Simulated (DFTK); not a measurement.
# Si2W in DFTK: the effect of target pressure

The system is Si2W.

```
CELL_PARAMETERS angstrom
-1.60690 1.60690 3.91495
1.60690 -1.60690 3.91495
1.60690 1.60690 -3.91495
ATOMIC_POSITIONS crystal
W 0.00000 0.00000 0.00000
Si 0.66530 0.66530 0.00000
Si 0.33470 0.33470 0.00000
```

Alike in all runs:

* Program: DFTK 0.8.2
* Task: relaxation of cell and atoms
* Functional: PBE
* Potentials or basis: dojo.nc.sr.pbe.v0_4_1.standard.upf (PBE)
* Cutoff: 1170 eV
* k mesh: 5 × 5 × 5
* Occupations: fermi-dirac, width 0.05 eV
* Spin: no spin polarisation

Each run relaxes the cell or the atoms first.

```tsv
target pressure	relaxed volume (Å³/atom)
0 GPa	13.67
5 GPa	13.38
10 GPa	13.11
20 GPa	?
30 GPa	12.26
```

Task: What does the run with target pressure 20 GPa give?

Result: Relaxed volume 12.65 Å³/atom.

Worked out: In Murnaghan's law V^(-B') rises as a straight line in P. The other rows fit best with B' = 3.9, V0 = 13.67 Å³/atom and B0 = 221 GPa, which gives 12.65 Å³/atom at 20 GPa, against the run's 12.65.

Caveats: all runs use coarse meshes.
